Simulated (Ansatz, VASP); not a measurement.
**CdS (Greenockite) in VASP and in Ansatz**

```
CELL_PARAMETERS angstrom
4.15000 0.00000 0.00000
-2.07500 3.59401 0.00000
0.00000 0.00000 6.73700
ATOMIC_POSITIONS crystal
Cd 0.66667 0.33333 0.50000
Cd 0.33333 0.66667 0.00000
S 0.66667 0.33333 0.87500
S 0.33333 0.66667 0.37500
```

Alike in both runs: task band structure; functional HSE03; k mesh 4 × 4 × 2; occupations fermi-dirac, width 0.05 eV; no spin polarisation.

|  | VASP | Ansatz |
| --- | --- | --- |
| version | VASP 6.6.1 | Ansatz 0.2.0 |
| potentials or method | VASP PAW PBE potentials, release 64 (Cd, S) | Ansatz PAW |
| plane-wave cutoff (eV) | 520 | 420 |
| valence electrons in the cell | 36 | 52 |

|  | VASP | Ansatz | Ansatz less VASP |
| --- | --- | --- | --- |
| gap on the k mesh at the Fermi level (eV) | 2.03 | 2.03 | -0.004 |
| least direct gap on the mesh (eV) | 2.03 | 2.03 | -0.004 |
| gap along the band path (eV) | 2.03 | 2.03 | -0.004 |
| pressure (GPa) | 1.4 | 1.1 | -0.33 |
| largest component of the traceless stress (GPa) | 0.26 | 0.25 | -0.010 |
| rms of the force components (eV/Å) | 0.036 | 0.035 | -0.0006 |

Atom by atom the forces differ by 0.001 eV/Å (rms over components). The two sets of potentials don't hold the same shells in valence.

Caveats: the k mesh is coarse (spacing up to 0.47 Å⁻¹), so the values aren't converged, least of all with exact exchange; the PAW data sets were made with another functional, which shifts forces and pressure a little (VASP); the PAW data sets come from PBE, with cores solved anew for the run's functional, which leaves a small shift of forces and pressure (Ansatz); the thresholds are loose for stress (Ansatz).
